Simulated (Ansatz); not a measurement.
The system is ZnO (zincite).

```xyz
4
Lattice="3.2493 0.0000 0.0000 -1.6247 2.8140 0.0000 0.0000 0.0000 5.2057" Properties=species:S:1:pos:R:3 pbc="T T T"
Zn    1.6247    0.9380    0.0000
Zn    0.0000    1.8760    2.6029
O     0.0000    1.8760    4.5759
O     1.6247    0.9380    1.9730
```

Base run:

```yaml
Program: Ansatz 0.2.0
Functional: revPBE
Potentials_or_basis: Ansatz PAW
Cutoff: 420 eV
Density_cutoff: 1680 eV
k_mesh: 9 × 9 × 5
Occupations: fermi-dirac, width 0.05 eV
Spin: no spin polarisation
```

Its results: band gap on the k mesh 0.88 eV, direct; pressure 8.3 GPa; largest force 0.075 eV/Å.

Problem. After a change of settings the same cell gave: band gap on the k mesh 0.96 eV, direct; pressure 9.4 GPa; largest force 0.070 eV/Å. Which change was it?
A. functional from revPBE to PBE; k mesh from 9 × 9 × 5 to 13 × 13 × 7
B. functional from revPBE to BLYP
C. functional from revPBE to PBE; k mesh from 9 × 9 × 5 to 16 × 16 × 9
D. functional from revPBE to wPBEh; k mesh from 9 × 9 × 5 to 5 × 5 × 3

Solution. B.

Caveats: the potentials were made for another functional, which shifts forces and pressure; the PAW data sets come from PBE, with cores solved anew for the run's functional, which leaves a small shift of forces and pressure.

Not every run made on this cell is shown here.
